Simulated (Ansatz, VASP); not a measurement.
# SiGe2 in two plane-wave programs

Wanted: the spread between two codes on one cell, functional and k mesh. The cell is generated by rule, not measured, and may not be a known phase. The cell is taken from a series of runs on this material, whose earlier steps may have relaxed, scaled, displaced or heated it; both programs get it as it stands.

Program: Ansatz 0.2.0. Level of theory: plane waves, with VASP 6.6.1 beside it; single point at r2SCAN. Results are calculated unless marked as measured.

The structure was built from a prototype and need not be the compound's stable phase.

### 1. The starting structure

Symmetry: Ibam, No. 72, orthorhombic system. The conventional cell has a = 7.478 Å, b = 10.576 Å, c = 7.478 Å, α = 90.00°, β = 90.00°, γ = 90.00°. Nearest to Si lie 4 Ge at 2.24 to 2.41 Å. Ge has 2 Si at 2.24 to 2.41 Å nearest. Ge has 2 Si at 2.39 Å nearest. Farther neighbours are not listed.

Coordinates:

```cif
data_structure
_symmetry_space_group_name_H-M 'Ibam'
_symmetry_Int_Tables_number 72
_cell_length_a 7.4784
_cell_length_b 10.5760
_cell_length_c 7.4784
_cell_angle_alpha 90.000
_cell_angle_beta 90.000
_cell_angle_gamma 90.000
_cell_volume 591.48
loop_
_atom_site_label
_atom_site_type_symbol
_atom_site_symmetry_multiplicity
_atom_site_Wyckoff_symbol
_atom_site_fract_x
_atom_site_fract_y
_atom_site_fract_z
_atom_site_occupancy
Si1 Si 8 j 0.28337 0.12500 0.50000 1
Ge1 Ge 8 j 0.00706 0.22345 0.00000 1
Ge2 Ge 8 f 0.31017 0.50000 0.75000 1
```

### 2. VASP: single point, r2SCAN

A single point gives forces, pressure and levels at one fixed geometry, so differences don't come from the geometry; what else differs is listed under the comparison.

Lines of VASP's logs that name or quote its potential files are left out, and so is its time.

INCAR reads:

```
SYSTEM = SiGe2
PREC = Accurate
ENCUT = 550
EDIFF = 1E-06
NELM = 120
ISMEAR = 1
SIGMA = 0.2
LREAL = .FALSE.
ALGO = Normal
METAGGA = R2SCAN
LASPH = .TRUE.
NBANDS = 79
LORBIT = 11
LWAVE = .FALSE.
LCHARG = .FALSE.
ISIF = 2
GGA_COMPAT = .FALSE.
LMIXTAU = .TRUE.
KPAR = 2
```

POSCAR reads:

```
SiGe2
1.0
    5.2880224348      5.2880224348      0.0000000000
    5.2880224348      0.0000000000      5.2880224348
    5.2880224348      0.0000000000     -5.2880224348
Si Ge
4 8
Direct
    0.0000000000      0.5333747156      0.5000000000
    0.0000000000      0.9666252844      1.0000000000
    0.5000000000      0.2166252844      0.7500000000
    0.5000000000      0.7833747156      0.2500000000
    0.1968913616      0.1586190358      0.9015543192
    0.3031086384      0.5913809642      0.3484456808
    0.7500000000      0.1851733551      0.8750000000
    0.7500000000      0.5648266449      0.3750000000
    0.3031086384      0.6055103974      0.8484456808
    0.1968913616      0.1444896026      0.4015543192
    0.7500000000      0.1851733551      0.3750000000
    0.7500000000      0.5648266449      0.8750000000
```

KPOINTS reads:

```
Automatic mesh
0
Gamma
8 8 8
0 0 0
```

Potentials, in the order of the species: Si and Ge_d (PBE family, release 64).

The run is started by

```
$ mpirun -np 2 vasp_std
```

Numbers of over 12 decimals in the logs are rounded to 6 here.

What it wrote:

```text
[banner, memory and clock lines left out]
running    2 mpi-ranks, on    1 nodes
 distrk:  each k-point on    1 cores,    2 groups
 distr:  one band on    1 cores,    1 groups

 POSCAR found type information on POSCAR SiGe
 POSCAR found :  2 types and      12 ions
|                                                                             |
|               ----> ADVICE to this user running VASP <----                  |
|                                                                             |
|     You enforced a specific xc type in the INCAR file but a different       |
|     [... a line on the potential file left out ...]
|     I HOPE YOU KNOW WHAT YOU ARE DOING!                                     |
|                                                                             |

 LDA part: xc-table for (None), standard interpolation
 POSCAR, INCAR and KPOINTS ok, starting setup
 FFT: planning ... GRIDC
 FFT: planning ... GRID_SOFT
 FFT: planning ... GRID
 WAVECAR not read
 entering main loop
       N       E                     dE             d eps       ncg     rms          rms(c)
DAV:   1     0.164586841680E+04    0.16459E+04   -0.59364E+04 19299   0.394E+03
DAV:   2     0.205725161502E+03   -0.14401E+04   -0.13779E+04 15010   0.119E+03
DAV:   3    -0.115469127497E+03   -0.32119E+03   -0.30602E+03 15693   0.267E+02
DAV:   4    -0.149169036271E+03   -0.33700E+02   -0.32498E+02 17844   0.928E+01
DAV:   5    -0.150550865667E+03   -0.13818E+01   -0.13659E+01 16965   0.204E+01    0.985E+00
DAV:   6    -0.142447342254E+03    0.81035E+01   -0.22269E+00 16669   0.123E+01    0.589E+00
DAV:   7    -0.130876408706E+03    0.11571E+02   -0.29344E+00 16333   0.832E+00    0.183E+00
DAV:   8    -0.134467541309E+03   -0.35911E+01   -0.10883E+00 16305   0.453E+00    0.931E-01
DAV:   9    -0.136433205714E+03   -0.19657E+01   -0.64747E-01 16053   0.285E+00    0.573E-01
DAV:  10    -0.136849594828E+03   -0.41639E+00   -0.31286E-01 17307   0.299E+00    0.385E-01
DAV:  11    -0.136387036446E+03    0.46256E+00   -0.21994E-01 18387   0.236E+00    0.266E-01
DAV:  12    -0.136648448048E+03   -0.26141E+00   -0.16617E-01 18081   0.178E+00    0.161E-01
DAV:  13    -0.136681591434E+03   -0.33143E-01   -0.42487E-02 19583   0.962E-01    0.105E-01
DAV:  14    -0.136682633646E+03   -0.10422E-02   -0.29511E-03 17192   0.252E-01    0.744E-02
DAV:  15    -0.136683973545E+03   -0.13399E-02   -0.11467E-03 16512   0.149E-01    0.473E-02
DAV:  16    -0.136682715261E+03    0.12583E-02   -0.47412E-03 16384   0.249E-01    0.303E-02
DAV:  17    -0.136685217862E+03   -0.25026E-02   -0.27462E-03 19699   0.249E-01    0.194E-02
DAV:  18    -0.136685251748E+03   -0.33886E-04   -0.22824E-04 18689   0.808E-02    0.107E-02
DAV:  19    -0.136685345299E+03   -0.93551E-04   -0.48025E-05 16252   0.299E-02    0.469E-03
DAV:  20    -0.136685388541E+03   -0.43242E-04   -0.29065E-05 12463   0.417E-02    0.163E-03
DAV:  21    -0.136685387722E+03    0.81916E-06   -0.33693E-06 12670   0.113E-02
   1 F= -.13668539E+03 E0= -.13668417E+03  d E =-.366209E-02
```

OUTCAR, selected parts (step 2):

```text
ion  position               nearest neighbor table
   1  0.000  0.533  0.500-   6 2.24   8 2.39  12 2.39  10 2.41
   2  0.000  0.967  0.000-   9 2.24   7 2.39  11 2.39   5 2.41
   3  0.500  0.217  0.750-   5 2.24   7 2.39  11 2.39   9 2.41
   4  0.500  0.783  0.250-  10 2.24   8 2.39  12 2.39   6 2.41
   5  0.197  0.159  0.902-   3 2.24   2 2.41
   6  0.303  0.591  0.348-   1 2.24   4 2.41
   7  0.750  0.185  0.875-   2 2.39   3 2.39  12 2.84
   8  0.750  0.565  0.375-   1 2.39   4 2.39  11 2.84
   9  0.303  0.606  0.848-   2 2.24   3 2.41
  10  0.197  0.144  0.402-   4 2.24   1 2.41
  11  0.750  0.185  0.375-   2 2.39   3 2.39   8 2.84
  12  0.750  0.565  0.875-   1 2.39   4 2.39   7 2.84

  LATTYP: Found a face centered cubic cell.
 ALAT       =    10.5760448696

 Subroutine GETGRP returns: Found  8 space group operations
 (whereof  2 operations were pure point group operations)

The static configuration has the point symmetry C_1h.
 The point group associated with its full space group is D_2h.

 Found     95 irreducible k-points:

   k-points           NKPTS =     95   k-points in BZ     NKDIM =     95   number of bands    NBANDS=     79

   dimension x,y,z NGX =    60 NGY =   60 NGZ =   60
   dimension x,y,z NGXF=   120 NGYF=  120 NGZF=  120

   ENCUT  =  550.0 eV  40.42 Ry    6.36 a.u.  14.30 14.30 14.30*2*pi/ulx,y,z

   NELECT =     128.0000    total number of electrons

 k-points in reciprocal lattice and weights: Automatic mesh
   0.00000000  0.00000000  0.00000000       0.002
   0.12500000  0.00000000  0.00000000       0.004
   0.12500000  0.12500000  0.12500000       0.008
   0.25000000  0.00000000  0.00000000       0.004
   0.25000000  0.25000000  0.25000000       0.008
   0.37500000  0.00000000  0.00000000       0.004
   0.37500000  0.37500000  0.37500000       0.008
   0.50000000  0.00000000  0.00000000       0.002
   0.50000000  0.50000000  0.50000000       0.004
[...]
-0.25000000  0.25000000  0.25000000       0.008
   0.25000000  0.50000000  0.50000000       0.004

 average (electrostatic) potential at core
       1 -88.9217       2 -88.9217       3 -88.9217       4 -88.9217       5 -80.3033
       6 -80.3033       7 -80.3041       8 -80.3041       9 -80.3033      10 -80.3033
      11 -80.3041      12 -80.3041

 E-fermi :   4.1099

 k-point     1 :       0.0000    0.0000    0.0000
  band No.  band energies     occupation
    ...
     57       0.9591      2.00000
     58       1.1817      2.00000
     59       1.8024      2.00000
     60       3.6576      2.00628
     61       4.0636      1.38073
     62       4.1988      0.32422
     63       4.5184     -0.01392
     64       4.5286     -0.01170
     65       4.9236     -0.00000
     66       5.0257     -0.00000
    ...

 k-point     2 :       0.1250    0.0000    0.0000
  band No.  band energies     occupation
    ...
     58       1.3444      2.00000
     59       2.1453      2.00000
     60       2.7123      2.00000
     61       3.9013      2.05811
     62       4.1251      0.87236
     63       4.2387      0.12248
     64       4.4959     -0.01991
     65       4.5945     -0.00324
     66       5.1168     -0.00000
     67       5.7064     -0.00000
    ...

 k-point     3 :       0.1250    0.1250    0.1250
  band No.  band energies     occupation
    ...
     58       1.2806      2.00000
     59       1.9953      2.00000
     60       3.2798      2.00000
     61       3.4781      2.00007
     62       4.1535      0.64108
     63       4.3397     -0.06895
     64       4.4503     -0.03694
     65       4.6366     -0.00125
     66       5.1788     -0.00000
     67       5.2872     -0.00000
    ...

  Total       -5.4853573     -1.1397226     -5.4853573      0.0000000     -0.0000000      0.7247433
  in kB      -29.7170464     -6.1744729    -29.7170464      0.0000000     -0.0000000      3.9263131
  external PRESSURE =     -21.8695219 kB  Pullay stress =       0.0000000 kB

  energy-cutoff  :      550.00
  volume of cell :      295.74
      direct lattice vectors                 reciprocal lattice vectors
     5.288022435  5.288022435  0.000000000     0.000000000  0.189106611  0.000000000
     5.288022435  0.000000000  5.288022435     0.094553305 -0.094553305  0.094553305
     5.288022435  0.000000000 -5.288022435     0.094553305 -0.094553305 -0.094553305

 POSITION                                       TOTAL-FORCE (eV/Angst)
 -----------------------------------------------------------------------------------
      5.46451      0.00000      0.17649        -0.343449     -0.619500     -0.343449
      5.11154      0.00000      5.11154         0.343449     -0.619500      0.343449
      7.75555      2.64401     -2.82050         0.343449      0.619500      0.343449
      8.10852      2.64401      2.82050        -0.343449      0.619500     -0.343449
      6.64739      1.04117     -3.92866        -0.096297     -1.693261     -0.096297
      6.57267      1.60285      1.28465         0.096297      1.693261      0.096297
      9.57224      3.96602     -3.64782         0.942467     -0.000000      0.942467
      8.93584      3.96602      1.00381        -0.942467      0.000000     -0.942467
      9.29140      1.60285     -1.28465        -0.096297      1.693261     -0.096297
      3.92866      1.04117     -1.35936         0.096297     -1.693261      0.096297
      6.92823      3.96602     -1.00381         0.942467      0.000000      0.942467
     11.57985      3.96602     -1.64020        -0.942467      0.000000     -0.942467
 -----------------------------------------------------------------------------------
    total drift:                               -0.000000      0.000000     -0.000000

  FREE ENERGIE OF THE ION-ELECTRON SYSTEM (eV)
  ---------------------------------------------------
  free  energy   TOTEN  =      -136.6853877220 eV

  energy  without entropy=     -136.6817256283  energy(sigma->0) =     -136.68416702

 total charge
# of ion       s       p       d       tot
------------------------------------------
    1        0.774   0.874   0.000   1.648
    2        0.774   0.874   0.000   1.648
    3        0.774   0.874   0.000   1.648
    4        0.774   0.874   0.000   1.648
    5        1.171   1.125   9.998  12.294
    6        1.171   1.125   9.998  12.294
    7        1.183   1.063  10.006  12.252
    8        1.183   1.063  10.006  12.252
    9        1.171   1.125   9.998  12.294
   10        1.171   1.125   9.998  12.294
   11        1.183   1.063  10.006  12.252
   12        1.183   1.063  10.006  12.252
--------------------------------------------------
tot         12.512  12.248  80.016 104.776

[... 3 further parts left out ...]
```

The PAW data sets were made with PBE, which is usual practice but a small mismatch for other functionals.

(Continued in part 2 of 2.)

[Lines on the potential files, build, host, timing and source positions are cut from VASP's logs without a mark.]

[Logs are printed without paths, hosts, clocks, repeated set-up lines and the standing remarks that a program may print on its own settings, such as how far it seeks lower states.]

[Hosts, paths, dates, database ids (printed as entryN), source tags and the programs' standing remarks are cut or masked in the printed files.]
